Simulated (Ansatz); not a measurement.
An Ansatz input:

```yaml
crystal:
  lattice:
    - [-4.5025869557, 4.1373748215, 1.453559066]
    - [4.1373748215, -4.5025869557, 1.453559066]
    - [3.6812754437, 3.6812754437, -2.1224457587]
  atoms:
    - { symbol: Se, position: [0.0804441957, 0.9195558043, 1.0] }
    - { symbol: Se, position: [0.6695558043, 0.3304441957, 0.5] }
hamiltonian:
  xc: rpbe
  pseudopotentials:
    kind: paw
    azcp:
      Se: "pseudopotentials/Se.paw.azcp"
basis:
  ecutwfc: 420
  fft_grid_basis: typed
kpoints:
  mp_grid: { grid: [15, 15, 8], shift: [0, 0, 0] }
magnetization:
  spin_polarized: false
scf:
  occupations: { method: fermi_dirac, width: 0.1 }
  lower_state_search: "off"
output:
  stress: true
```

Output

```
Engine: ansatz 0.2.0, aarch64-unknown-linux-gnu
Pseudopotentials: kind: paw
Pseudopotential: Se, paw, valence charge 16, recommended cutoff 420 eV (normal) 
Functional definition: RPBE
  parameter kappa = 0.804
  parameter beta = 0.06672455060314922
  exchange = rpbe_x(kappa = kappa, mu = beta*pi^2/3)
  correlation = pbe_c(beta = beta)
Crystal: 2 atoms, lattice volume = 85.767 Å³
Basis set: ecut = 420 eV, 1655 PW (Γ)
Bands: 20, of which v1, the nominal top of the filled ones, is band 16 counted from 1 (15 counted from 0)
Symmetry: 4 space group operations
Space group: C2/c (ITA 15), of the structure as read, at distance tolerance 4.4e-5 Å
k-points: 488 of 1800
Non-local potential: Se, projectors of the file, l = 0: 2, l = 1: 2, l = 2: 3, l = 3: 1
PAW form: soft (Blöchl's): semilocal exchange-correlation on the pseudo side does not see the compensation charge
PAW frozen core: Se, regenerated for the run's functional, and the local potential with it (the file was generated under x = pbe(κ = 0.804, μ = 0.2195149727645171), c = pbe(β = 0.06672455060314922))
PAW one-centre angular grid: Se, 590 points (default); XC on 64 Gauss nodes
Initial density: superposition of atomic densities (neutral atoms: chi_scale 0, normalization atom), corrected by the library's trained network
Initial wavefunctions: pseudopotential atomic-orbital guess
Functional: x = rpbe, c = pbe(β = 0.06672455060314922)
SCF iter   1: F=—  HF=-10949.933499 eV  |F-HF|=—  |Δ(HF+E_count)|=         —  Δρ=1.92e-3  dr2=1.69e-3  ethr=1.77e-3  ⟨swp⟩=5.1  Hψ=44877  notcnv=0
SCF iter   2: F=—  HF=-10949.934050 eV  |F-HF|=—  |Δ(HF+E_count)|=   5.51e-4  Δρ=3.05e-4  dr2=8.44e-5  ethr=5.27e-6  ⟨swp⟩=2.0  Hψ=23416  notcnv=0
SCF iter   3: F=—  HF=-10949.934012 eV  |F-HF|=—  |Δ(HF+E_count)|=   3.74e-5  Δρ=1.13e-4  dr2=1.45e-5  ethr=2.64e-7  ⟨swp⟩=2.0  Hψ=17644  notcnv=0
SCF iter   4: F=—  HF=-10949.933989 eV  |F-HF|=—  |Δ(HF+E_count)|=   2.34e-5  Δρ=5.41e-5  dr2=2.30e-6  ethr=4.54e-8  ⟨swp⟩=2.0  Hψ=17613  notcnv=0
SCF iter   5: F=—  HF=-10949.933986 eV  |F-HF|=—  |Δ(HF+E_count)|=   2.52e-6  Δρ=1.14e-5  dr2=7.84e-8  ethr=7.19e-9  ⟨swp⟩=2.0  Hψ=17590  notcnv=0
SCF iter   6: F=-10949.933986 eV  HF=-10949.933986 eV  |F-HF|=6.45e-9  |Δ(HF+E_count)|=   1.61e-7  Δρ=2.49e-6  dr2=7.12e-9  ethr=2.45e-10  ⟨swp⟩=4.0  Hψ=35370  notcnv=0
SCF 1 converged in 6 iterations: F = -10949.933986 eV  dr2 = 7.12e-9
SCF converged after 6 iterations
Free energy (F): -10949.933986 eV
Harris-Foulkes:  -10949.933986 eV  (|F-HF|=6.45e-9)
Internal energy: -10949.906791 eV  (E = F + TS)
E sigma→0 (E₀):  -10949.920389 eV
Entropy (-TS):   -0.027195 eV (-13.597 meV/atom)
Fermi energy:    2.517439 eV
--- Per-component energies (eV) ---
  E_band       = -953.289025
  E_kinetic    = 230.342145
  E_local      = -7018.485123  (includes V_loc(G=0)·N_el)
  E_nonlocal   = -1191.703608
  E_hartree    = 3390.304289
  E_xc         = -205.719833
  E_vxc        = -191.960653  (∫ρ·V_xc dr)
  E_paw        = -3835.416009  (= ΣΔE_a)
  E_vpaw       = 437.911077  (= ΣTr[D̂ρ^β])
  E_aug_tail   = -0.001191  (compensation charges beyond the density's cutoff)
  E_ewald      = -2318.678264
  E_core_change = -0.549198  (= ΣΔE_core)
  E_smearing   = -0.027195  (= −TS)
  E_closure    = -0.000000  (closes the sum)
  Σ components = -10949.933986   (vs F -10949.933986, Δ=0.00e0)
--- Stress (GPa, compression-positive) ---
       -2.203853      -1.444990      -0.106004
       -1.444990      -2.203853      -0.106004
       -0.106004      -0.106004      -2.191277
  P = ⅓ Tr σ = -2.1997 GPa (-21.997 kbar)
```
